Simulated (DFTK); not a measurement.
## BP under changes of volume

One of the cells (11.682 Å³/atom); the others are scaled copies at fixed shape and fractional positions:

```xyz
2
Lattice="0.0000 2.2690 2.2690 2.2690 0.0000 2.2690 2.2690 2.2690 0.0000" Properties=species:S:1:pos:R:3 pbc="T T T"
P     3.4035    3.4035    3.4035
B     0.0000    0.0000    0.0000
```

- Program: DFTK 0.8.2
- Functional: PBE
- Potentials or basis: dojo.nc.sr.pbe.v0_4_1.standard.upf (PBE)
- Cutoff: 1034 eV
- k mesh: 10 × 10 × 10
- Occupations: fermi-dirac, width 0.05 eV
- Spin: no spin polarisation

```tsv
volume (Å³/atom)	energy over the lowest point (meV/atom)	pressure (GPa)	gap on the mesh (eV)
10.981	?	?	?
11.214	13.24	8.3	1.20
11.448	3.97	4.5	1.22
11.682	0.00	1.0	1.25
11.915	0.85	-2.2	1.28
12.149	6.08	-5.0	1.30
12.383	15.30	-7.6	1.33
```

Question: What does the run at 10.981 Å³/atom give?

Answer: Energy over the lowest point 28.34 meV/atom; pressure 12.5 GPa; gap on the mesh 1.17 eV.

Worked out: A Birch-Murnaghan fit of order 3 (a polynomial in V^(-2/3)) to the other rows has its minimum at 11.75 Å³/atom with B0 = V·E''(V) = 161 GPa and B' = 3.8. It gives 28.28 meV/atom at 10.981 Å³/atom, against the run's 28.34, and -dE/dV = 12.5 GPa, against 12.5. A straight line through the other rows of the gap, of slope 1.33 eV per unit of ln V, extrapolates to 1.17 eV, against the run's 1.17.

Energies are extrapolated to zero smearing.

A mesh can miss the band edges.
